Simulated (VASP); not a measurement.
Write the native input for VASP 6.6.1 that does the following.

| Property | Result |
| --- | --- |
| Task | band structure |
| Functional | PBE |
| Dispersion | D3(BJ) |
| Potentials or basis | VASP PAW PBE potentials, release 64 (C) |
| Cutoff | 520 eV |
| k mesh | 15 × 15 × 4 |
| Occupations | gaussian, width 0.02 eV |
| Spin | no spin polarisation |
| Further INCAR settings | ALGO = Normal; EDIFF = 1e-07; NBANDS = 16 |

C:

```xyz
4
Lattice="2.4664 0.0000 0.0000 -1.2332 2.1359 0.0000 0.0000 0.0000 6.7219" Properties=species:S:1:pos:R:3 pbc="T T T"
C     0.0000    0.0000    1.6805
C     0.0000    0.0000    5.0414
C     0.0000    1.4240    1.6805
C     1.2332    0.7120    5.0414
```

These files were run (other wordings do the same):

POSCAR

```
C                                       
1.0
    2.4663721851      0.0000000000      0.0000000000
   -1.2331860925      2.1359409677      0.0000000000
   -0.0000000000     -0.0000000000      6.7218723654
  C             
     4
Direct
     0.0000000000000000    0.0000000000000000    0.2500000000000000
     0.0000000000000000    0.0000000000000000    0.7500000000000000
     0.3333333300000021    0.6666666699999979    0.2500000000000000
     0.6666666699999979    0.3333333300000021    0.7500000000000000
```

INCAR.step1

```
SYSTEM = C
PREC = Accurate ; ENCUT = 520
EDIFF = 1E-7 ; ISMEAR = 0
SIGMA = 0.02 ; LREAL = .False.
LASPH = .True. ; NELM = 80
ALGO = Normal ; ISIF = 2
LWAVE = .False. ; LCHARG = .True.
GGA = PE ; IVDW = 12
NBANDS = 16
```

KPOINTS.step1

```
regular mesh
0
Gamma
  15 15 4
  0 0 0
```

INCAR.step2

```
SYSTEM = C
PREC = Accurate ; ENCUT = 520
EDIFF = 1E-7 ; ISMEAR = 0
SIGMA = 0.05 ; LREAL = .False.
LASPH = .True. ; NELM = 80
ALGO = Normal ; ISIF = 2
LWAVE = .False. ; LCHARG = .False.
GGA = PE ; IVDW = 12
NBANDS = 16 ; ICHARG = 11
```

KPOINTS.step2

```
path GMKGALHA,LM,KH
20
line-mode
reciprocal
 0.0000000000  0.0000000000  0.0000000000  G
 0.5000000000  0.0000000000  0.0000000000  M

 0.5000000000  0.0000000000  0.0000000000  M
 0.3333333333  0.3333333333  0.0000000000  K

 0.3333333333  0.3333333333  0.0000000000  K
 0.0000000000  0.0000000000  0.0000000000  G

 0.0000000000  0.0000000000  0.0000000000  G
 0.0000000000  0.0000000000  0.5000000000  A

 0.0000000000  0.0000000000  0.5000000000  A
 0.5000000000  0.0000000000  0.5000000000  L

 0.5000000000  0.0000000000  0.5000000000  L
 0.3333333333  0.3333333333  0.5000000000  H

 0.3333333333  0.3333333333  0.5000000000  H
 0.0000000000  0.0000000000  0.5000000000  A

 0.5000000000  0.0000000000  0.5000000000  L
 0.5000000000  0.0000000000  0.0000000000  M

 0.3333333333  0.3333333333  0.0000000000  K
 0.3333333333  0.3333333333  0.5000000000  H
```

Potentials or basis: VASP PAW PBE potentials, release 64 (C).

Launch:

```sh
$ cat potpaw_PBE.64/C/POTCAR > POTCAR
$ cp INCAR.step1 INCAR
$ cp KPOINTS.step1 KPOINTS
$ mpirun -np 1 vasp_std > vasp.out
$ cp INCAR.step2 INCAR
$ cp KPOINTS.step2 KPOINTS
$ mpirun -np 1 vasp_std > vasp.out
```

It gave:

```json
{
  "Band gap along the path": "none (metal or under the smearing width)",
  "Dispersion energy per atom": "-0.156 eV"
}
```

Caveat: the log is that of the step along the path at fixed density, whose energy, stress, charges and moments have no meaning.

It took 50 s on 1 thread of Intel(R) Xeon(R) Platinum 8488C (Sapphire Rapids) (shared host), peak memory 0.2 GiB.
